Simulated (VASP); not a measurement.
Here is a VASP 6.6.1 calculation.

The input INCAR:

```
  ALGO = Fast
  DIPOL = 0.5 0.5 0.500
  EDIFF = 1E-6
  ENCUT = 520
  GGA = CA
  IDIPOL = 3
  ISIF = 2
  ISMEAR = 1
  KPAR = 2
  LASPH = T
  LCHARG = T
  LDIPOL = T
  LREAL = F
  LVACPOTAV = T
  LVHAR = T
  LWAVE = F
  NELM = 60
  PREC = Accurate
  SIGMA = 0.1
```

KPOINTS

```
k-points
0
Gamma
  10 10 1
```

Contents of POSCAR:

```
Ta                                      
1.0
    3.3359035100      0.0000000000      0.0000000000
    0.0000000000      3.3359035100      0.0000000000
    0.0000000000      0.0000000000     26.1895170200
  Ta            
     4
Direct
     0.0000000000000000    0.0000000000000000    0.4156507920468386
     0.5000000000000000    0.5000000000000000    0.4690523576319251
     0.0000000000000000    0.0000000000000000    0.5309476423680749
     0.5000000000000000    0.5000000000000000    0.5843492079531613
```

Potentials or basis: VASP PAW LDA potentials, release 64 (Ta_pv).

Launch:

```sh
$ cat potpaw_LDA.64/Ta_pv/POTCAR > POTCAR
$ mpirun -np 2 vasp_std > vasp.out
```

(1) Estimate the work function of the upper face.

(2) Predict the work function of the lower face.

(3) What does it give for the largest force?

(4) Predict the band gap on the k mesh.

Results:

(1) 4.02 eV.

(2) 4.02 eV.

(3) 0.012 eV/Å.

(4) none (metal or under the smearing width).
